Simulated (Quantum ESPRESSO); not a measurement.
**SrO: zone-centre phonons and dielectric response under several settings**

```
Sr O
1.0
     0.00000    2.56630    2.56630
     2.56630    0.00000    2.56630
     2.56630    2.56630    0.00000
Sr O
1 1
Direct
  0.50000 0.50000 0.50000
  0.00000 0.00000 0.00000
```

All runs used Quantum ESPRESSO 7.5; k mesh 4 × 4 × 4, shifted; relaxed cell; no spin polarisation; cutoff 612 eV; occupations smeared at first, fixed for the response.

```csv
level,potentials,volume (Å³/atom),lowest optical mode without the field (cm⁻¹),highest mode with the field (cm⁻¹),ε∞ (mean),ε0 (mean),Born charge of atom 1 (e)
LDA,GBRV 1.5 LDA,?,?,?,?,?,?
PBE,GBRV 1.5 PBE,17.53,191,448,3.75,20.6,2.44
revPBE,GBRV 1.5 PBE,17.97,179,439,3.70,22.4,2.43
BLYP,GBRV 1.5 PBE,18.11,185,442,3.63,20.7,2.42
AM05,GBRV 1.5 PBE,17.02,195,455,3.81,20.8,2.46
vdW-DF-cx,GBRV 1.5 PBE,16.93,213,464,3.78,18.0,2.45
```

**Question.** What stands in the row left open?

**Answer.** Volume 16.25 Å³/atom; lowest optical mode without the field 219 cm⁻¹; highest mode with the field 475 cm⁻¹; ε∞ 3.84; ε0 18.1; Born charge of atom 1 2.47 e.

Caveats: the potentials were made for another functional, which shifts forces and pressure (some runs).
